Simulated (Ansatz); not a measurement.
# Sn (I4_1/amd) in Ansatz: settings compared

Aim: see how the results for Sn move with the level of theory and the settings. Levels: PBE, revPBE+D3(BJ). Tasks: single point, relaxation of cell and atoms.

Program: Ansatz 0.2.0. These are calculated values, not measurements. Logs are shortened: lines on timing, memory, paths and dates and some standing lists are left out, and cuts for length are marked.

## 1. Starting point

It takes space group I4_1/amd (No. 141, tetragonal). Conventional cell: a = 5.880 Å, b = 5.880 Å, c = 3.199 Å, α = 90.00°, β = 90.00°, γ = 90.00°. Sn (site symmetry -4m2) has 6 Sn at 3.05 to 3.20 Å as nearest neighbours.

## 2. Single point, PBE

Input file input.yaml:

```yaml
crystal:
  lattice:
    - [-2.9401404553, 2.9401404553, 1.5993019889]
    - [2.9401404553, -2.9401404553, 1.5993019889]
    - [2.9401404553, 2.9401404553, -1.5993019889]
  atoms:
    - { symbol: Sn, position: [0.0, 0.0, 0.0] }
    - { symbol: Sn, position: [0.75, 0.25, 0.5] }
kpoints:
  mp_grid: { grid: [9, 9, 9] }
scf:
  occupations: { method: gaussian, width: 0.018 }
hamiltonian:
  xc: pbe
  pseudopotentials: { kind: all_electron, lapw: { basis_error: 0.001 } }
output:
  forces: true
  stress: true
  eigenvalues: true
```

Potentials or basis: all-electron LAPW, scalar-relativistic.

Started as:

```console
$ ansatz run input.yaml --threads 1 --pin off --max-ram 3072MiB --backend cpu --events-out ev --progress --plain --runs-dir out
```

The log of the run:

```text
Warning: RAYON_NUM_THREADS=1 ignored (pool sized by the plan → 1); use --threads N
LAPW: plane waves up to 7.380 Å⁻¹, error target 1.0e-3 eV per atom; small_component_spin mean_spin; Sn in spheres of 1.523 Å, 22 of its electrons in bands, Dirac shells [] (how accurate: hamiltonian.pseudopotentials.lapw.basis_error, Limitations)
Engine: ansatz 0.2.0, x86_64-unknown-linux-gnu
Pseudopotentials: kind: all_electron
Pseudopotential: Sn, LAPW, valence charge 22, lapw/all_electron/scalar/gaussian/Sn, Koelling and Harmon's equation, gaussian nucleus
Functional definition: PBE
  parameter kappa = 0.804
  parameter beta = 0.06672455060314922
  exchange = pbe_x(kappa = kappa, mu = beta*pi^2/3)
  correlation = pbe_c(beta = beta)
Crystal: 2 atoms, lattice volume = 55.300 Å³
Basis set: ecut = 207.51062181467412 eV, 383 PW (Γ), FFT grids on a1+a2, a2, a3, exchange–correlation at level 2
Bands: 27, of which v1, the nominal top of the filled ones, is band 22 counted from 1 (21 counted from 0)
Symmetry: 16 space group operations
Space group: I41/amd (ITA 141), of the structure as read, at distance tolerance 3.8e-5 Å
k-points: 75 of 729
Non-local potential: Sn, projectors of the file, none
Initial density: superposition of atomic densities (chi_scale 0.1, normalization cell)
Initial wavefunctions: plane waves of lowest kinetic energy (no species holds an atomic orbital)
Functional: x = pbe(κ = 0.804, μ = 0.2195149727645171), c = pbe(β = 0.06672455060314922)
iter 1 solved again at ethr=7.49e-5 eV; its pass at ethr=1.00e-1 eV (dr2=3.30e-2 eV) is discarded
SCF iter   1: F=—  HF=-336178.789238 eV  |F-HF|=—  |Δ(HF+E_count)|=         —  Δρ=9.34e-3  dr2=3.31e-2  ethr=7.49e-5  ⟨swp⟩=3.0  Hψ=13866  notcnv=0
preconditioner: auto → none  [insulator: Δε(μ)=0.023 eV  Ē_g=20.760 eV  σ=0.018 eV  W_gap=0.59  n_scr=16 (ndim 8)  ℏωp=26.4 eV  f_vac=0.000  D(μ)=1.57/eV (n_scr^D=16)  ε∞_Penn≈2.6]
SCF iter   2: F=—  HF=-336178.772541 eV  |F-HF|=—  |Δ(HF+E_count)|=   1.67e-2  Δρ=4.71e-3  dr2=9.31e-3  ethr=7.49e-5  ⟨swp⟩=2.1  Hψ=6368  notcnv=0
iter 3 solved again at ethr=1.80e-6 eV; its pass at ethr=2.12e-5 eV (dr2=7.94e-4 eV) is discarded
SCF iter   3: F=—  HF=-336178.774086 eV  |F-HF|=—  |Δ(HF+E_count)|=   1.54e-3  Δρ=1.38e-3  dr2=7.95e-4  ethr=1.80e-6  ⟨swp⟩=2.0  Hψ=10275  notcnv=0
SCF iter   4: F=—  HF=-336178.774071 eV  |F-HF|=—  |Δ(HF+E_count)|=   1.49e-5  Δρ=1.44e-4  dr2=1.35e-5  ethr=1.80e-6  ⟨swp⟩=2.0  Hψ=6045  notcnv=0
SCF iter   5: F=—  HF=-336178.774076 eV  |F-HF|=—  |Δ(HF+E_count)|=   4.63e-6  Δρ=1.20e-5  dr2=6.38e-8  ethr=3.07e-8  ⟨swp⟩=2.1  Hψ=6008  notcnv=0
SCF iter   6: F=-336178.774076 eV  HF=-336178.774076 eV  |F-HF|=9.31e-10  |Δ(HF+E_count)|=   1.69e-7  Δρ=1.11e-6  dr2=3.39e-10  ethr=1.45e-10  ⟨swp⟩=3.0  Hψ=6285  notcnv=0
SCF 1 converged in 6 iterations: F = -336178.774076 eV  dr2 = 3.39e-10
SCF converged after 6 iterations
Free energy (F): -336178.774076 eV
Harris-Foulkes:  -336178.774076 eV  (|F-HF|=9.31e-10)
Internal energy: -336178.773774 eV  (E = F + TS)
E sigma→0 (E₀):  -336178.773925 eV
Entropy (-TS):   -0.000301 eV (-0.151 meV/atom)
Fermi energy:    13.360714 eV
--- Per-component energies (eV) ---
  E_band       = -1416.203054
  E_kinetic    = 353567.694188
  E_xc         = -8995.511625
  E_electrostatic = -680750.956338  (all electrons and nuclei)
  E_smearing   = -0.000301  (= −TS)
  E_closure    = 0.000000  (closes the sum)
  E_atoms      = -336171.220692  (free atoms, spherical and without spin; not in F)
  Σ components = -336178.774076   (vs F -336178.774076, Δ=0.00e0)
  Basis errors (estimates in eV, not in F): energy 3.3e-4 per atom: plane waves 3.2e-4 (1.7e-4 summed), levels above the bands 0.0e0, relativity 1.8e-8, radial functions 1.3e-5, core shells 2.9e-9; eigenvalues (radial functions only) 5.8e-7; not estimated: angular momenta, meshes, grids; target (lapw.basis_error) 1.0e-3; muffin-tin radii Sn 1.523 Å
--- Forces (eV/Å), atoms counted from 1 ---
  atom   1  Sn    -0.00000000     0.00000000     0.00000000
  atom   2  Sn     0.00000000     0.00000000     0.00000000
  max |Σ_I F_I| component: 8.67e-19 eV/Å
--- Stress (GPa, compression-positive) ---
        1.543961      -0.000000       0.000000
       -0.000000       1.543961       0.000000
        0.000000       0.000000       1.190017
  P = ⅓ Tr σ = 1.4260 GPa (14.260 kbar)
--- Band table (eV; the first three rows and the last of 75) ---
  k-point 0: bands = ["-116.0347", "-116.0339", "-71.8261", "-71.8259", "-71.8161", "-71.8161", "-71.8095", "-71.8095", "-8.2811", "-8.2011", "-8.1613", "-8.1485", "-8.0078", "-8.0078", "-7.9976", "-7.9976", "-7.9175", "-7.8127", "2.3594", "9.6536", "11.4204", "11.4204", "16.3493", "19.4762", "19.4762", "20.0960", "20.1978"]
  k-point 1: bands = ["-116.0346", "-116.0340", "-71.8261", "-71.8259", "-71.8159", "-71.8159", "-71.8097", "-71.8096", "-8.2714", "-8.2027", "-8.1550", "-8.1530", "-8.0125", "-8.0026", "-7.9951", "-7.9941", "-7.9232", "-7.8225", "2.4688", "8.8447", "11.5502", "12.0250", "16.8553", "18.5577", "18.8843", "20.0521", "20.1900"]
  k-point 2: bands = ["-116.0346", "-116.0340", "-71.8262", "-71.8260", "-71.8154", "-71.8153", "-71.8102", "-71.8102", "-8.2434", "-8.2062", "-8.1692", "-8.1304", "-8.0276", "-7.9906", "-7.9901", "-7.9837", "-7.9391", "-7.8489", "2.7967", "7.5180", "11.9362", "12.8468", "17.1473", "17.7064", "18.2629", "19.7437", "19.9083"]
  k-point 74: bands = ["-116.0343", "-116.0343", "-71.8260", "-71.8260", "-71.8166", "-71.8164", "-71.8092", "-71.8090", "-8.2137", "-8.2125", "-8.0517", "-8.0275", "-8.0260", "-8.0185", "-8.0043", "-7.9927", "-7.9881", "-7.9870", "5.5491", "5.9017", "8.7056", "9.0652", "18.3905", "18.3978", "21.9013", "22.3775", "24.9317"]
```

Run time: 22 s. Hardware: 1 thread of Intel Xeon at 2.70GHz, shared host; peak memory 0.38 GiB.

What came out:

```yaml
Free_energy: -336178.7741 eV
Pressure: 1.4 GPa
Band_gap_on_the_k_mesh: none (metal or under the smearing width)
```

Levels at points of the mesh, in eV from the Fermi level:
| k point | band 19 | band 20 | band 21 | band 22 | band 23 | band 24 | band 25 | band 26 |
| --- | --- | --- | --- | --- | --- | --- | --- | --- |
| (0.00, 0.00, 0.00) | -11.00 | -3.71 | -1.94 | -1.94 | 2.99 | 6.12 | 6.12 | 6.74 |

## 3. Relaxation of cell and atoms, PBE

Edit input.yaml of step 2 so:

```diff
@@ -11,3 +11,3 @@
 scf:
-  occupations: { method: gaussian, width: 0.018 }
+  occupations: { method: fermi_dirac, width: 0.05 }
 hamiltonian:
@@ -18,2 +18,5 @@
   stress: true
-  eigenvalues: true
+relax:
+  f_tol: 0.02
+  max_steps: 60
+  cell: {}
```

Potentials or basis: all-electron LAPW, scalar-relativistic.

Started as:

```console
$ ansatz run input.yaml --threads 1 --pin off --max-ram 3072MiB --backend cpu --events-out ev --progress --plain --runs-dir out
```

It took 61 s on 1 thread of Intel Xeon at 2.70GHz, shared host; peak memory 0.43 GiB.

Results (log left out):

* Free energy: -336178.7849 eV
* Relaxed volume: 28.43 Å³/atom
* Relaxed cell: a = 4.500 Å, b = 4.500 Å, c = 4.500 Å, α = 97.35°, β = 97.35°, γ = 138.09°
* Space group after relaxing (to 0.05 Å): I4_1/amd (No. 141)
* Energy gained by relaxing: 3.4 meV/atom
* Ionic steps: 4
* Pressure after relaxing: 0.0 GPa

Step by step:
```
step  energy change (eV)  largest force (eV/Å)  volume (Å³)
   1              0.0000                0.0000        55.30
   2             -0.0060                0.0000        57.39
   3             -0.0068                0.0000        56.87
   4             -0.0068                0.0000        56.87
```

Final structure:
```
CELL_PARAMETERS angstrom
-2.97181 2.97181 1.60970
2.97181 -2.97181 1.60970
2.97181 2.97181 -1.60970
ATOMIC_POSITIONS crystal
Sn 0.00000 0.00000 0.00000
Sn 0.75000 0.25000 0.50000
```

## 4. Relaxation of cell and atoms, revPBE+D3(BJ)

Edit input.yaml of step 3 so:

```diff
@@ -13,3 +13,4 @@
 hamiltonian:
-  xc: pbe
+  xc: revpbe
+  dispersion: d3bj
   pseudopotentials: { kind: all_electron, lapw: { basis_error: 0.001 } }
@@ -19,3 +20,3 @@
 relax:
-  f_tol: 0.02
+  f_tol: 0.01
   max_steps: 60
```

Potentials or basis: all-electron LAPW, scalar-relativistic.

Started as:

```console
$ ansatz run input.yaml --threads 1 --pin off --max-ram 3072MiB --backend cpu --events-out ev --progress --plain --runs-dir out
```

The log of the run:

```text
Warning: RAYON_NUM_THREADS=1 ignored (pool sized by the plan → 1); use --threads N
The last accepted step is kept in <dir> (removed where the run ends without a failure and the disk answers)
LAPW: plane waves up to 7.670 Å⁻¹, error target 1.0e-3 eV per atom; small_component_spin mean_spin; Sn in spheres of 1.478 Å, 22 of its electrons in bands, Dirac shells [] (how accurate: hamiltonian.pseudopotentials.lapw.basis_error, Limitations)
[... 3 set-up lines as earlier in the session ...]
Functional definition: revPBE
  parameter kappa = 1.245
[... 3 set-up lines as earlier in the session ...]
Crystal: 2 atoms, lattice volume = 55.300 Å³
Basis set: ecut = 224.10878497182995 eV, 419 PW (Γ), FFT grids on a1+a2, a2, a3, exchange–correlation at level 2
Bands: 27, of which v1, the nominal top of the filled ones, is band 22 counted from 1 (21 counted from 0)
[... 2 set-up lines as earlier in the session ...]
k-points: 75 of 729
[... 3 set-up lines as earlier in the session ...]
Functional: x = revpbe(κ = 1.245, μ = 0.2195149727645171), c = pbe(β = 0.06672455060314922)
iter 1 solved again at ethr=8.22e-5 eV; its pass at ethr=1.00e-1 eV (dr2=3.62e-2 eV) is discarded
SCF iter   1: F=—  HF=-336192.360904 eV  |F-HF|=—  |Δ(HF+E_count)|=         —  Δρ=9.83e-3  dr2=3.66e-2  ethr=8.22e-5  ⟨swp⟩=3.0  Hψ=13847  notcnv=0
preconditioner: auto → Kerker (q_TF=auto, 2.626 Å⁻¹)  [metal: Δε(μ)=0.024 eV  Ē_g=20.794 eV  σ=0.050 eV  W_gap=0.12  n_scr=16 (ndim 8)  ℏωp=26.4 eV  f_vac=0.000  D(μ)=0.99/eV (n_scr^D=4)]
SCF iter   2: F=—  HF=-336192.345536 eV  |F-HF|=—  |Δ(HF+E_count)|=   1.54e-2  Δρ=6.53e-3  dr2=1.81e-2  ethr=8.22e-5  ⟨swp⟩=2.0  Hψ=5990  notcnv=0
SCF iter   3: F=—  HF=-336192.349014 eV  |F-HF|=—  |Δ(HF+E_count)|=   3.48e-3  Δρ=3.45e-3  dr2=5.57e-3  ethr=4.11e-5  ⟨swp⟩=2.0  Hψ=5768  notcnv=0
SCF iter   4: F=—  HF=-336192.350770 eV  |F-HF|=—  |Δ(HF+E_count)|=   1.76e-3  Δρ=1.18e-3  dr2=7.95e-4  ethr=1.27e-5  ⟨swp⟩=2.0  Hψ=5759  notcnv=0
iter 5 solved again at ethr=6.02e-8 eV; its pass at ethr=1.81e-6 eV (dr2=2.65e-5 eV) is discarded
SCF iter   5: F=—  HF=-336192.351109 eV  |F-HF|=—  |Δ(HF+E_count)|=   3.39e-4  Δρ=1.91e-4  dr2=2.67e-5  ethr=6.02e-8  ⟨swp⟩=2.0  Hψ=9932  notcnv=0
SCF iter   6: F=—  HF=-336192.351117 eV  |F-HF|=—  |Δ(HF+E_count)|=   7.94e-6  Δρ=7.79e-5  dr2=5.16e-6  ethr=6.02e-8  ⟨swp⟩=2.8  Hψ=5861  notcnv=0
SCF iter   7: F=—  HF=-336192.351120 eV  |F-HF|=—  |Δ(HF+E_count)|=   3.24e-6  Δρ=2.14e-5  dr2=3.97e-7  ethr=1.17e-8  ⟨swp⟩=3.0  Hψ=6068  notcnv=0
SCF iter   8: F=-336192.351120 eV  HF=-336192.351120 eV  |F-HF|=8.44e-9  |Δ(HF+E_count)|=   2.04e-9  Δρ=6.00e-6  dr2=1.66e-8  ethr=9.03e-10  ⟨swp⟩=2.8  Hψ=5871  notcnv=0
SCF 1 converged in 8 iterations: F = -336192.351120 eV  dr2 = 1.66e-8
relax step   1: F+E_penalty+E_count = -336192.35112013 eV  Δ(F+E_penalty+E_count) = +0.000e0 eV  max|allowed force component| = 5.421e-20 eV/Å  Δτ_max = 0.0000 Å  P = -1.583 GPa  Ω = 55.300 Å³  (8 SCF iters, accepted)
Crystal: 2 atoms, lattice volume = 53.022 Å³
Basis set: ecut = 230.4839106224088 eV, 419 PW (Γ), FFT grids on a1+a2, a2, a3, exchange–correlation at level 2
Initial density: handed on by an earlier stage of this run
Initial wavefunctions: those handed on with the density
iter 1 solved again at ethr=9.03e-8 eV; its pass at ethr=1.00e-1 eV (dr2=3.97e-5 eV) is discarded
SCF iter   1: F=—  HF=-336192.358941 eV  |F-HF|=—  |Δ(HF+E_count)|=         —  Δρ=3.19e-4  dr2=7.17e-5  ethr=9.03e-8  ⟨swp⟩=5.1  Hψ=13153  notcnv=0
preconditioner: auto → Kerker (q_TF=auto, 2.645 Å⁻¹)  [metal: Δε(μ)=0.025 eV  Ē_g=21.214 eV  σ=0.050 eV  W_gap=0.12  n_scr=16 (ndim 8)  ℏωp=27.0 eV  f_vac=0.000  D(μ)=0.99/eV (n_scr^D=4)]
[... 15 lines left out ...]
SCF iter   4: F=—  HF=-336192.360140 eV  |F-HF|=—  |Δ(HF+E_count)|=   2.97e-9  Δρ=1.20e-5  dr2=1.33e-7  ethr=1.89e-9  ⟨swp⟩=2.2  Hψ=5728  notcnv=0
iter 5 solved again at ethr=2.67e-11 eV; its pass at ethr=3.03e-10 eV (dr2=1.18e-8 eV) is discarded
SCF iter   5: F=-336192.360140 eV  HF=-336192.360140 eV  |F-HF|=5.24e-10  |Δ(HF+E_count)|=   2.68e-9  Δρ=3.73e-6  dr2=1.18e-8  ethr=2.67e-11  ⟨swp⟩=2.0  Hψ=9863  notcnv=0
SCF 3 converged in 5 iterations: F = -336192.360140 eV  dr2 = 1.18e-8
relax step   3: F+E_penalty+E_count = -336192.36013981 eV  Δ(F+E_penalty+E_count) = -1.182e-3 eV  max|allowed force component| = 1.626e-19 eV/Å  Δτ_max = 0.0000 Å  P = -0.026 GPa  Ω = 53.626 Å³  (5 SCF iters, accepted)
Crystal: 2 atoms, lattice volume = 53.601 Å³
Basis set: ecut = 228.82074051442598 eV, 419 PW (Γ), FFT grids on a1+a2, a2, a3, exchange–correlation at level 2
iter 1 solved again at ethr=5.05e-10 eV; its pass at ethr=1.00e-1 eV (dr2=2.22e-7 eV) is discarded
SCF iter   1: F=—  HF=-336192.360155 eV  |F-HF|=—  |Δ(HF+E_count)|=         —  Δρ=3.11e-5  dr2=7.63e-7  ethr=5.05e-10  ⟨swp⟩=5.5  Hψ=13012  notcnv=0
preconditioner: auto → Kerker (q_TF=auto, 2.640 Å⁻¹)  [metal: Δε(μ)=0.022 eV  Ē_g=21.169 eV  σ=0.050 eV  W_gap=0.11  n_scr=16 (ndim 8)  ℏωp=26.8 eV  f_vac=0.000  D(μ)=1.03/eV (n_scr^D=4)]
SCF iter   2: F=—  HF=-336192.360155 eV  |F-HF|=—  |Δ(HF+E_count)|=   1.46e-7  Δρ=2.11e-5  dr2=3.66e-7  ethr=5.05e-10  ⟨swp⟩=2.0  Hψ=5698  notcnv=0
iter 3 solved again at ethr=4.90e-11 eV; its pass at ethr=5.05e-10 eV (dr2=2.16e-8 eV) is discarded
SCF iter   3: F=-336192.360155 eV  HF=-336192.360155 eV  |F-HF|=3.78e-9  |Δ(HF+E_count)|=   1.05e-7  Δρ=4.83e-6  dr2=2.16e-8  ethr=4.90e-11  ⟨swp⟩=2.0  Hψ=10000  notcnv=0
SCF 4 converged in 3 iterations: F = -336192.360155 eV  dr2 = 2.16e-8
relax step   4: F+E_penalty+E_count = -336192.36015457 eV  Δ(F+E_penalty+E_count) = -1.476e-5 eV  max|allowed force component| = 2.168e-19 eV/Å  Δτ_max = 0.0000 Å  P = -0.003 GPa  Ω = 53.601 Å³  (3 SCF iters, accepted)
iter 1 solved again at ethr=4.58e-11 eV; its pass at ethr=1.00e-1 eV (dr2=2.01e-8 eV) is discarded
SCF iter   1: F=—  HF=-336192.360153 eV  |F-HF|=—  |Δ(HF+E_count)|=         —  Δρ=4.70e-6  dr2=2.04e-8  ethr=4.58e-11  ⟨swp⟩=4.3  Hψ=13039  notcnv=0  reapply=27
preconditioner: auto → Kerker (q_TF=auto, 2.640 Å⁻¹)  [metal: Δε(μ)=0.022 eV  Ē_g=21.170 eV  σ=0.050 eV  W_gap=0.11  n_scr=16 (ndim 8)  ℏωp=26.8 eV  f_vac=0.000  D(μ)=1.03/eV (n_scr^D=4)]
SCF iter   2: F=-336192.360153 eV  HF=-336192.360153 eV  |F-HF|=1.34e-9  |Δ(HF+E_count)|=   3.38e-9  Δρ=3.45e-6  dr2=1.12e-8  ethr=4.58e-11  ⟨swp⟩=2.0  Hψ=5697  notcnv=0
SCF 5 converged in 2 iterations: F = -336192.360153 eV  dr2 = 1.12e-8
relax step   5: F+E_penalty+E_count = -336192.36015325 eV  Δ(F+E_penalty+E_count) = +1.322e-6 eV  max|allowed force component| = 2.168e-19 eV/Å  Δτ_max = 0.0000 Å  P = -0.003 GPa  Ω = 53.601 Å³  stress off target by 2.58e-2 GPa  SCF on the basis re-selected at this cell (its energy is not comparable with the rows above)  (2 SCF iters)
basis re-selected at this cell: Δ(F+E_penalty+E_count) = +1.322e-6 eV, ΔP = +0.000 GPa vs the last step (what re-selecting the basis moved, after the strain that the cell walked since its last selection, with what the two solves' SCF thresholds leave and, on support functions, any second-order correction that the steps lacked; it is no measure of the basis error at this ecutwfc). This SCF's stress stands 2.58e-2 GPa from its target on what of the cell is left free (relax.cell.stress_tol is 5.00e-2 GPa) and its largest allowed force component is 2.17e-19 eV/Å (relax.f_tol is 1.00e-2 eV/Å): within both
SCF converged after 2 iterations
Free energy (F): -336192.360153 eV
Harris-Foulkes:  -336192.360153 eV  (|F-HF|=1.34e-9)
Internal energy: -336192.352204 eV  (E = F + TS)
E sigma→0 (E₀):  -336192.356179 eV
Entropy (-TS):   -0.007949 eV (-3.974 meV/atom)
Fermi energy:    14.025458 eV
--- Per-component energies (eV) ---
  E_band       = -1391.253641
  E_kinetic    = 353584.961705
  E_xc         = -9008.484009
  E_electrostatic = -680767.372096  (all electrons and nuclei)
  E_disp       = -1.457805  (pairwise vdW)
  E_smearing   = -0.007949  (= −TS)
  E_closure    = 0.000000  (closes the sum)
  E_atoms      = -336184.007924  (free atoms, spherical and without spin; not in F)
  Σ components = -336192.360153   (vs F -336192.360153, Δ=0.00e0)
  Basis errors (estimates in eV, not in F): energy 3.6e-4 per atom: plane waves 3.4e-4 (1.9e-4 summed), levels above the bands 1.3e-42, relativity 3.4e-8, radial functions 1.2e-5, core shells 1.1e-8; eigenvalues (radial functions only) 3.3e-7; not estimated: angular momenta, meshes, grids; target (lapw.basis_error) 1.0e-3; muffin-tin radii Sn 1.462 Å
--- Forces (eV/Å), atoms counted from 1 ---
  atom   1  Sn     0.00000000     0.00000000     0.00000000
  atom   2  Sn     0.00000000     0.00000000     0.00000000
  max |Σ_I F_I| component: 4.34e-19 eV/Å
--- Stress (GPa, compression-positive) ---
        0.008337       0.000000       0.000000
        0.000000       0.008337       0.000000
        0.000000       0.000000      -0.025756
  P = ⅓ Tr σ = -0.0030 GPa (-0.030 kbar)
--- Relaxed structure (4 steps of the walk, 4 accepted, 1 SCFs on fresh bases) ---
  F+E_penalty+E_count = -336192.36015325 eV   max|allowed force component| = 2.168e-19 eV/Å   (the final SCF, on the basis selected at the relaxed cell)
  cell:  # Å, volume = 53.6009 Å³
    - [-2.9164033413369466, 2.9164033413369466, 1.575493806456436]
    - [2.9164033413369466, -2.9164033413369466, 1.575493806456436]
    - [2.9164033413369466, 2.9164033413369466, -1.575493806456436]
  atoms:
    - { symbol: Sn, position: [-1.535266214585318e-36, -1.0235108097235454e-36, -2.5587770243088635e-36] }
    - { symbol: Sn, position: [0.75, 0.24999999999999997, 0.5] }
```

It took 71 s on 1 thread of Intel Xeon at 2.70GHz, shared host; peak memory 0.43 GiB.

Results:

* Free energy: -336192.3602 eV
* Relaxed volume: 26.80 Å³/atom
* Relaxed cell: a = 4.415 Å, b = 4.415 Å, c = 4.415 Å, α = 97.32°, β = 97.32°, γ = 138.19°
* Space group after relaxing (to 0.05 Å): I4_1/amd (No. 141)
* Energy gained by relaxing: 4.5 meV/atom
* Ionic steps: 5
* Pressure after relaxing: 0.0 GPa

Step by step:
| step | energy change (eV) | largest force (eV/Å) | volume (Å³) |
| --- | --- | --- | --- |
| 1 | 0.0000 | 0.0000 | 55.30 |
| 2 | -0.0078 | 0.0000 | 53.02 |
| 3 | -0.0090 | 0.0000 | 53.63 |
| 4 | -0.0090 | 0.0000 | 53.60 |
| 5 | -0.0090 | 0.0000 | 53.60 |

Final structure:
```xyz
2
Lattice="-2.9164 2.9164 1.5755 2.9164 -2.9164 1.5755 2.9164 2.9164 -1.5755" Properties=species:S:1:pos:R:3 pbc="T T T"
Sn    0.0000    0.0000    0.0000
Sn    0.0000    2.9164    0.7877
```

## 5. The runs side by side

| task | level | cell | cutoff (eV) | smearing | pressure (GPa) | relaxed volume (Å³/atom) |
| --- | --- | --- | --- | --- | --- | --- |
| single point | PBE | as given | 208 | gaussian 0.018 eV | 1.4 | - |
| relaxation of cell and atoms | PBE | relaxed | - | fermi-dirac 0.05 eV | 0.0 | 28.43 |
| relaxation of cell and atoms | revPBE+D3(BJ) | relaxed | - | fermi-dirac 0.05 eV | 0.0 | 26.80 |

Alike in all rows: potentials or basis all-electron LAPW, scalar-relativistic; no spin polarisation; k mesh 9 × 9 × 9; basis error allowed 0.001 eV/atom.

Compare energies only between runs with the same functional and basis.
